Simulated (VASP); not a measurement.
# BeS (F-43m) in VASP: a series of runs

The runs below take BeS through single point, relaxation of cell and atoms, with PBEsol, RPBE, PBE.

Program: VASP 6.6.1. These are calculated values, not measurements. Logs are shortened: lines on timing, memory, paths and dates and some standing lists are left out, and cuts for length are marked.

## 1. The crystal as given

The structure is cubic, space group F-43m (No. 216). The conventional cell has a = 4.850 Å, b = 4.850 Å, c = 4.850 Å, α = 90.00°, β = 90.00°, γ = 90.00°. S (site symmetry -43m) has 4 Be at 2.10 Å as nearest neighbours. Around Be (site symmetry -43m) lie 4 S at 2.10 Å.

## 2. Single point, PBEsol

The input, INCAR:

```
PREC = Accurate ; ENCUT = 500
EDIFF = 1E-7 ; ISMEAR = 0
SIGMA = 0.02 ; LREAL = F
LASPH = T ; NELM = 100
ALGO = Normal ; ISIF = 2
LWAVE = F ; LCHARG = T
GGA = PS ; LELF = T
LVHAR = T ; NBANDS = 11
```

The input, KPOINTS:

```
Automatic mesh
0
Gamma
  9 9 9
```

The input, POSCAR:

```
BeS
1.0
    0.0000000000      2.4250000000      2.4250000000
    2.4250000000      0.0000000000      2.4250000000
    2.4250000000      2.4250000000      0.0000000000
S Be
1 1
Cartesian
    3.6375000000      3.6375000000      3.6375000000
    0.0000000000      0.0000000000      0.0000000000
```

Potentials or basis: VASP PAW PBE potentials, release 64 (S, Be).

Run with:

```bash
$ cat potpaw_PBE.64/S/POTCAR potpaw_PBE.64/Be/POTCAR > POTCAR
$ mpirun -np 1 vasp_std > vasp.out
```

OUTCAR:

```text
PREC = Accurate
   ENCUT = 500
   EDIFF = 1E-7
   ISMEAR = 0
   LREAL = F
   LASPH = T
   NELM = 100
   ISIF = 2
   GGA = PS

 ion  position               nearest neighbor table
   1  0.750  0.750  0.750-   2 2.10   2 2.10   2 2.10   2 2.10
   2  0.000  0.000  0.000-   1 2.10   1 2.10   1 2.10   1 2.10

  LATTYP: Found a face centered cubic cell.
 ALAT       =     4.8500000000

  Lattice vectors:

 A1 = (   0.0000000000,   2.4250000000,   2.4250000000)
 A2 = (   2.4250000000,   0.0000000000,   2.4250000000)
 A3 = (   2.4250000000,   2.4250000000,   0.0000000000)

Analysis of symmetry for initial positions (statically):
=====================================================================
 Subroutine PRICEL returns:
 Original cell was already a primitive cell.

 Routine SETGRP: Setting up the symmetry group for a
 face centered cubic supercell.

 Subroutine GETGRP returns: Found 24 space group operations
 (whereof 24 operations were pure point group operations)
 out of a pool of 48 trial point group operations.

The static configuration has the point symmetry T_d .

Analysis of symmetry for dynamics (positions and initial velocities):
=====================================================================
 Subroutine PRICEL returns:
 Original cell was already a primitive cell.

 Routine SETGRP: Setting up the symmetry group for a
 face centered cubic supercell.

 Subroutine GETGRP returns: Found 24 space group operations
 (whereof 24 operations were pure point group operations)
 out of a pool of 48 trial point group operations.

The dynamic configuration has the point symmetry T_d .

 Subroutine INISYM returns: Found 24 space group operations
 (whereof 24 operations are pure point group operations),
 and found     1 'primitive' translations

----------------------------------------------------------------------------------------

                                     Primitive cell

  volume of cell :      28.5210

  direct lattice vectors                    reciprocal lattice vectors
     0.000000000  2.425000000  2.425000000    -0.206185567  0.206185567  0.206185567
     2.425000000  0.000000000  2.425000000     0.206185567 -0.206185567  0.206185567
     2.425000000  2.425000000  0.000000000     0.206185567  0.206185567 -0.206185567

  length of vectors
     3.429467889  3.429467889  3.429467889     0.357123878  0.357123878  0.357123878

  position of ions in fractional coordinates (direct lattice)
     0.750000000  0.750000000  0.750000000
     0.000000000  0.000000000  0.000000000

  ion indices of the primitive-cell ions
   primitive index   ion index
                 1           1
                 2           2

----------------------------------------------------------------------------------------

 KPOINTS: Automatic mesh

Automatic generation of k-mesh.
 Grid dimensions read from file:
 generate k-points for:    9    9    9

 Generating k-lattice:

  Cartesian coordinates                     Fractional coordinates (reciprocal lattice)
    -0.022909507  0.022909507  0.022909507     0.111111111  0.000000000  0.000000000
     0.022909507 -0.022909507  0.022909507     0.000000000  0.111111111  0.000000000
     0.022909507  0.022909507 -0.022909507     0.000000000  0.000000000  0.111111111

  Length of vectors
     0.039680431  0.039680431  0.039680431

  Shift w.r.t. Gamma in fractional coordinates (k-lattice)
     0.000000000  0.000000000  0.000000000

 Subroutine IBZKPT returns following result:
 ===========================================

 Found     35 irreducible k-points:

 Following reciprocal coordinates:
            Coordinates               Weight
  0.000000  0.000000  0.000000      1.000000
  0.111111  0.000000  0.000000      8.000000
  0.222222  0.000000  0.000000      8.000000
  0.333333  0.000000  0.000000      8.000000
  0.444444  0.000000  0.000000      8.000000
  0.111111  0.111111  0.000000      6.000000
[... 27 lines left out ...]
 -0.333333  0.444444  0.111111     24.000000
 -0.333333  0.444444  0.222222     24.000000
   k-points           NKPTS =     35   k-points in BZ     NKDIM =     35   number of bands    NBANDS=     11
   number of dos      NEDOS =    301   number of ions     NIONS =      2
   total plane-waves  NPLWV =  21952
   dimension x,y,z NGX =    28 NGY =   28 NGZ =   28
   dimension x,y,z NGXF=    56 NGYF=   56 NGZF=   56
   ions per type =               1   1
   NGX,Y,Z   is equivalent  to a cutoff of  13.57, 13.57, 13.57 a.u.
   NGXF,Y,Z  is equivalent  to a cutoff of  27.15, 27.15, 27.15 a.u.
 SYSTEM =  unknown system
   PREC   = accura    normal or accurate (medium, high low for compatibility)
   ISTART =      0    job   : 0-new  1-cont  2-samecut
   ICHARG =      2    charge: 1-file 2-atom 10-const
   ISPIN  =      1    spin polarized calculation?
   LNONCOLLINEAR =      F non collinear calculations
   LSORBIT =      F    spin-orbit coupling
   LASPH  =      T    aspherical Exc in radial PAW
[... 62 lines left out ...]
      2       4.1443      2.00000
      3       4.1443      2.00000
      4       4.1443      2.00000
      5       9.7544      0.00000
      6       9.7544      0.00000
      7       9.7544      0.00000
      8       9.8506      0.00000
      9      16.9389      0.00000
     10      16.9389      0.00000
     11      18.8201      0.00000

 k-point     2 :       0.1111    0.0000    0.0000
  band No.  band energies     occupation
      1      -9.4313      2.00000
      2       3.1381      2.00000
      3       3.9809      2.00000
      4       3.9809      2.00000
      5       9.6476      0.00000
      6      10.0467      0.00000
      7      10.0467      0.00000
      8      10.9721      0.00000
      9      16.3117      0.00000
     10      16.3117      0.00000
     11      18.6794      0.00000

 k-point     3 :       0.2222    0.0000    0.0000
  band No.  band energies     occupation
      1      -9.0310      2.00000
      2       1.2610      2.00000
      3       3.6306      2.00000
      4       3.6306      2.00000
      5       9.6056      0.00000
      6      10.5690      0.00000
      7      10.5690      0.00000
      8      12.8493      0.00000
      9      15.8796      0.00000
     10      15.8796      0.00000
     11      18.2548      0.00000

 k-point     4 :       0.3333    0.0000    0.0000
  band No.  band energies     occupation
      1      -8.4737      2.00000
      2      -0.4770      2.00000
      3       3.3066      2.00000
      4       3.3066      2.00000
      5       9.5599      0.00000
      6      10.7350      0.00000
      7      10.7350      0.00000
      8      14.3812      0.00000
      9      16.7149      0.00000
     10      16.7149      0.00000
     11      18.1971      0.00000

 k-point     5 :       0.4444    0.0000    0.0000
  band No.  band energies     occupation
      1      -8.0115      2.00000
      2      -1.5669      2.00000
      3       3.1244      2.00000
      4       3.1244      2.00000
      5       9.5270      0.00000
      6      10.6467      0.00000
      7      10.6467      0.00000
      8      15.0551      0.00000
      9      18.5119      0.00000
     10      18.5119      0.00000
     11      18.9134      0.00000
[... 365 lines left out ...]
 k-point    32 :      -0.2222    0.3333    0.1111
  band No.  band energies     occupation
      1      -7.7582      2.00000
      2      -0.4911      2.00000
      3       0.6889      2.00000
      4       2.3296      2.00000
      5      10.2257      0.00000
      6      11.1128      0.00000
      7      12.6148      0.00000
      8      14.3481      0.00000
      9      15.9033      0.00000
     10      17.4839      0.00000
     11      21.6097      0.00000

 k-point    33 :      -0.4444    0.4444    0.1111
  band No.  band energies     occupation
      1      -7.4517      2.00000
      2      -0.6467      2.00000
      3       1.1121      2.00000
      4       1.2532      2.00000
      5       8.1767      0.00000
      6       9.8643      0.00000
      7      14.7180      0.00000
      8      16.1535      0.00000
      9      18.0530      0.00000
     10      19.4984      0.00000
     11      20.8592      0.00000

 k-point    34 :      -0.3333    0.4444    0.1111
  band No.  band energies     occupation
      1      -7.3636      2.00000
      2      -0.4551      2.00000
      3       0.2407      2.00000
      4       1.3825      2.00000
      5       8.9306      0.00000
      6      11.1728      0.00000
      7      14.0627      0.00000
      8      14.6754      0.00000
      9      17.3151      0.00000
     10      18.7681      0.00000
     11      21.1416      0.00000

 k-point    35 :      -0.3333    0.4444    0.2222
  band No.  band energies     occupation
      1      -7.3866      2.00000
      2      -0.3376      2.00000
      3       0.3146      2.00000
      4       1.0674      2.00000
      5      10.2695      0.00000
      6      11.6099      0.00000
      7      12.4394      0.00000
      8      14.0436      0.00000
      9      17.2030      0.00000
     10      19.1508      0.00000
     11      21.0905      0.00000

------------------------ aborting loop because EDIFF is reached ----------------------------------------

  FORCE on cell =-STRESS in cart. coord.  units (eV):
  Direction    XX          YY          ZZ          XY          YZ          ZX
  --------------------------------------------------------------------------------------
  -------------------------------------------------------------------------------------
  Total       -0.1016525     -0.1016525     -0.1016525      0.0000000      0.0000000      0.0000000
  in kB       -5.7103611     -5.7103611     -5.7103611      0.0000000      0.0000000      0.0000000
  external PRESSURE =      -5.7103611 kB  Pullay stress =       0.0000000 kB

 VOLUME and BASIS-vectors are now :
 -----------------------------------------------------------------------------
  energy-cutoff  :      500.00
  volume of cell :       28.52
      direct lattice vectors                 reciprocal lattice vectors
     0.000000000  2.425000000  2.425000000    -0.206185567  0.206185567  0.206185567
     2.425000000  0.000000000  2.425000000     0.206185567 -0.206185567  0.206185567
     2.425000000  2.425000000  0.000000000     0.206185567  0.206185567 -0.206185567

 POSITION                                       TOTAL-FORCE (eV/Angst)
 -----------------------------------------------------------------------------------
      3.63750      3.63750      3.63750        -0.000000     -0.000000     -0.000000
      0.00000      0.00000      0.00000         0.000000      0.000000      0.000000
 -----------------------------------------------------------------------------------
    total drift:                                0.000000      0.000000     -0.000000

  FREE ENERGIE OF THE ION-ELECTRON SYSTEM (eV)
  ---------------------------------------------------
  free  energy   TOTEN  =       -10.5639319044 eV

  energy  without entropy=      -10.5639319044  energy(sigma->0) =      -10.56393190
```

Wall time 14 s (1 thread of AMD EPYC 7R13 (Zen 3), shared host); peak memory 0.12 GiB.

Results:

```yaml
Free_energy: -10.5639 eV
Pressure: -0.6 GPa
Band_gap_on_the_k_mesh: 3.03 eV, indirect (least direct gap 5.61 eV)
```

Caveat: the PAW data sets were made with another functional, which shifts forces and pressure a little; an odd mesh through Γ misses points on the zone boundary, where band edges often lie.

## 3. Single point, PBEsol

The input, run.py:

```python
from ase import Atoms
from ase.calculators.vasp import Vasp
from ase.dft.bandgap import bandgap

atoms = Atoms(
    ['S', 'Be'],
    cell=[[0.0, 2.425, 2.425], [2.425, 0.0, 2.425], [2.425, 2.425, 0.0]],
    scaled_positions=[[0.75, 0.75, 0.75], [0.0, 0.0, 0.0]],
    pbc=True,
)
calc = Vasp(
    directory='calc',
    xc='pbesol',
    pp='PBE',
    setups='minimal',
    prec='Accurate',
    encut=500,
    ediff=1e-06,
    ismear=0,
    sigma=0.02,
    lreal=False,
    lasph=True,
    nelm=100,
    algo='Normal',
    isif=2,
    lwave=False,
    lcharg=False,
    kpts=[9, 9, 9],
    gamma=True,
)
atoms.calc = calc

print('energy (eV):', atoms.get_potential_energy())
print('free energy (eV):', atoms.get_potential_energy(force_consistent=True))
print('forces (eV/A):')
print(atoms.get_forces())
print('stress (eV/A^3, Voigt):', atoms.get_stress())
print('Fermi level (eV):', calc.get_fermi_level())
gap, top, bottom = bandgap(calc)
print('band gap (eV):', gap, 'from (spin, k, band)', top, 'to', bottom)
```

Potentials or basis: VASP PAW PBE potentials, release 64 (S, Be).

Run with:

```bash
$ python run.py
```

It took 14 s on 1 thread of AMD EPYC 7R13 (Zen 3), shared host; peak memory 0.12 GiB.

Results (log left out):

* Free energy: -10.5639 eV
* Pressure: -0.6 GPa
* Band gap on the k mesh: 3.03 eV, indirect (least direct gap 5.61 eV)

Levels at points of the mesh, in eV from the valence-band top:
| k point | band 2 | band 3 | band 4 | band 5 | band 6 | band 7 |
| --- | --- | --- | --- | --- | --- | --- |
| (0.00, 0.00, 0.00) | 0.00 | 0.00 | 0.00 | 5.61 | 5.61 | 5.61 |

Caveat: the PAW data sets were made with another functional, which shifts forces and pressure a little; an odd mesh through Γ misses points on the zone boundary, where band edges often lie.

## 4. Relaxation of cell and atoms, RPBE (volume scaled by 0.88)

The input, INCAR:

```
  PREC = Accurate
  ENCUT = 980
  EDIFF = 1E-6
  ISMEAR = -5
  SIGMA = 0.05
  LREAL = F
  LASPH = T
  NELM = 60
  ALGO = Normal
  ISIF = 3
  LWAVE = F
  LCHARG = F
  GGA = RP
  IBRION = 2
  NSW = 60
  EDIFFG = -0.02
```

The input, KPOINTS:

```
regular mesh
0
Gamma
  9 9 9
```

The input, POSCAR:

```
BeS
1.0
    0.0000000000      2.3238386307      2.3238386307
    2.3238386307      0.0000000000      2.3238386307
    2.3238386307      2.3238386307      0.0000000000
S Be
1 1
Direct
    0.7500000000      0.7500000000      0.7500000000
    0.0000000000      0.0000000000      0.0000000000
```

Potentials or basis: VASP PAW PBE potentials, release 64 (S_h, Be).

Run with:

```bash
$ cat potpaw_PBE.64/S_h/POTCAR potpaw_PBE.64/Be/POTCAR > POTCAR
$ mpirun -np 1 vasp_std > vasp.out
```

Run time: 68 s. Hardware: 1 thread of AMD EPYC 7R13 (Zen 3), shared host; peak memory 0.18 GiB.

Results (log left out):

| Item | Value |
| --- | --- |
| Free energy | -9.4206 eV |
| Relaxed volume | 14.84 Å³/atom |
| Relaxed cell | a = 3.475 Å, b = 3.475 Å, c = 3.475 Å, α = 60.00°, β = 60.00°, γ = 60.00° |
| Space group after relaxing (to 0.05 Å) | F-43m (No. 216) |
| Energy gained by relaxing | 128.6 meV/atom |
| Ionic steps | 3 |
| Pressure after relaxing | 0.1 GPa |
| Band gap on the k mesh | 3.40 eV, indirect (least direct gap 5.70 eV) |

Step by step:
```tsv
step	energy change (eV)	largest force (eV/Å)	pressure (GPa)	volume (Å³)
1	0.0000	0.0000	20.40	25.10
2	-0.2344	0.0000	-4.26	31.36
3	-0.2572	0.0000	0.12	29.68
```

Final structure:
```yaml
crystal:
  lattice:
    - [0.00000, 2.45744, 2.45744]
    - [2.45744, 0.00000, 2.45744]
    - [2.45744, 2.45744, 0.00000]
  atoms:
    - { symbol: S, position: [0.75000, 0.75000, 0.75000] }
    - { symbol: Be, position: [0.00000, 0.00000, 0.00000] }
```

Levels at points of the mesh, in eV from the valence-band top:
| k point | band 2 | band 3 | band 4 | band 5 | band 6 | band 7 |
| --- | --- | --- | --- | --- | --- | --- |
| (0.00, 0.00, 0.00) | 0.00 | 0.00 | 0.00 | 5.70 | 5.72 | 5.72 |

Caveat: the PAW data sets were made with another functional, which shifts forces and pressure a little; an odd mesh through Γ misses points on the zone boundary, where band edges often lie.

## 5. Single point, PBE (volume scaled by 1.25)

The input, run.py:

```python
from ase.calculators.vasp import Vasp
from ase.dft.bandgap import bandgap
from ase.io import read

atoms = read('BeS.cif')
calc = Vasp(
    directory='calc',
    xc='pbe',
    pp='PBE',
    setups={'base': 'minimal', 'S': '_GW', 'Be': '_GW'},
    prec='Accurate',
    encut=550,
    ediff=1e-06,
    ismear=-1,
    sigma=0.1,
    lreal=False,
    lasph=True,
    nelm=100,
    algo='Fast',
    isif=2,
    lwave=False,
    lcharg=False,
    kpts=[9, 9, 9],
    gamma=True,
)
atoms.calc = calc

print('energy (eV):', atoms.get_potential_energy())
print('free energy (eV):', atoms.get_potential_energy(force_consistent=True))
print('forces (eV/A):')
print(atoms.get_forces())
print('stress (eV/A^3, Voigt):', atoms.get_stress())
print('Fermi level (eV):', calc.get_fermi_level())
gap, top, bottom = bandgap(calc)
print('band gap (eV):', gap, 'from (spin, k, band)', top, 'to', bottom)
```

The input, BeS.cif:

```cif
data_BeS
_cell_length_a 3.69428229
_cell_length_b 3.69428229
_cell_length_c 3.69428229
_cell_angle_alpha 60.00000000
_cell_angle_beta 60.00000000
_cell_angle_gamma 60.00000000
_space_group_name_H-M_alt 'P1'
_space_group_name_Hall 'P 1'
_space_group_IT_number 1
loop_
_space_group_symop_operation_xyz
'x,y,z'
loop_
_atom_site_label
_atom_site_type_symbol
_atom_site_symmetry_multiplicity
_atom_site_Wyckoff_symbol
_atom_site_fract_x
_atom_site_fract_y
_atom_site_fract_z
_atom_site_occupancy
S1 S 1 a 0.7500000000 0.7500000000 0.7500000000 1
Be1 Be 1 a 0.0000000000 0.0000000000 0.0000000000 1
```

Potentials or basis: VASP PAW PBE potentials, release 64 (S_GW, Be_GW).

Run with:

```bash
$ python run.py
```

It took 18 s on 1 thread of AMD EPYC 7R13 (Zen 3), shared host; peak memory 0.13 GiB.

The run converged. Its results:

* Free energy: -9.6441 eV
* Pressure: -12.8 GPa
* Band gap on the k mesh: 3.56 eV, indirect (least direct gap 4.15 eV)

Levels at points of the mesh, in eV from the valence-band top:
| k point | band 2 | band 3 | band 4 | band 5 | band 6 | band 7 |
| --- | --- | --- | --- | --- | --- | --- |
| (0.00, 0.00, 0.00) | 0.00 | 0.00 | 0.00 | 4.15 | 5.64 | 5.64 |

Caveat: an odd mesh through Γ misses points on the zone boundary, where band edges often lie.

## 6. Summary

| task | level | potentials or basis | cell | cutoff (eV) | smearing | gap on the mesh (eV) | pressure (GPa) |
| --- | --- | --- | --- | --- | --- | --- | --- |
| single point | PBEsol | VASP PAW PBE potentials, release 64 (S, Be) | as given | 500 | gaussian 0.02 eV | 3.03 | -0.6 |
| relaxation of cell and atoms | RPBE | VASP PAW PBE potentials, release 64 (S_h, Be) | relaxed from: volume scaled by 0.88 | 980 | tetrahedron | 3.40 | 0.1 |
| single point | PBE | VASP PAW PBE potentials, release 64 (S_GW, Be_GW) | volume scaled by 1.25 | 550 | fermi-dirac 0.1 eV | 3.56 | -12.8 |

Alike in all rows: no spin polarisation; k mesh 9 × 9 × 9.

Caveats: an odd mesh through Γ misses points on the zone boundary, where band edges often lie; the PAW data sets were made with another functional, which shifts forces and pressure a little (some runs).

Total energies depend on the potentials used, so only differences within one code and one set of settings carry meaning.
